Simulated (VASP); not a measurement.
Wanted: the native input for a VASP 6.6.1 run.

```yaml
Task: single point
Functional: PBE
Dispersion: D3(BJ)
Potentials_or_basis: VASP PAW PBE potentials, release 64 (Sb)
Cutoff: 520 eV
k_mesh: 3 × 3 × 3
Occupations: gaussian, width 0.02 eV
Spin: no spin polarisation
Further_INCAR_settings: ALGO = Fast; EDIFF = 1e-07
```

The structure of Sb lies in POSCAR:

```
Sb
1.0
    2.1542000000      1.2437279500      3.7580000000
   -2.1542000000      1.2437279500      3.7580000000
    0.0000000000     -2.4874559000      3.7580000000
Sb
2
Direct
    0.2334900000      0.2334900000      0.2334900000
    0.7665100000      0.7665100000      0.7665100000
```

One way to write it, as run:

INCAR

```
ALGO = Fast
EDIFF = 1E-7
ENCUT = 520
GGA = PE
ISIF = 2
ISMEAR = 0
IVDW = 12
LASPH = T
LCHARG = F
LREAL = F
LWAVE = F
NELM = 60
PREC = Accurate
SIGMA = 0.02
```

KPOINTS

```
k-points
0
Gamma
  3 3 3
```

Potentials or basis: VASP PAW PBE potentials, release 64 (Sb).

The run is started by

```sh
$ cat potpaw_PBE.64/Sb/POTCAR > POTCAR
$ mpirun -np 1 vasp_std > vasp.out
```

It gave:

* Pressure: 0.9 GPa
* Largest force: 0.090 eV/Å
* Band gap on the k mesh: 1.29 eV, indirect (least direct gap 1.32 eV)
* Dispersion energy per atom: -0.473 eV

Caveat: the k mesh is coarse (spacing up to 0.59 Å⁻¹), so the values aren't converged; spin-orbit coupling is left out, which moves the levels of the heavy elements; an odd mesh through Γ misses points on the zone boundary, where band edges often lie.

It took 5.2 s on 1 thread of AMD EPYC 9R45 96-Core Processor (Zen 5), on a shared host, peak memory 0.17 GiB.
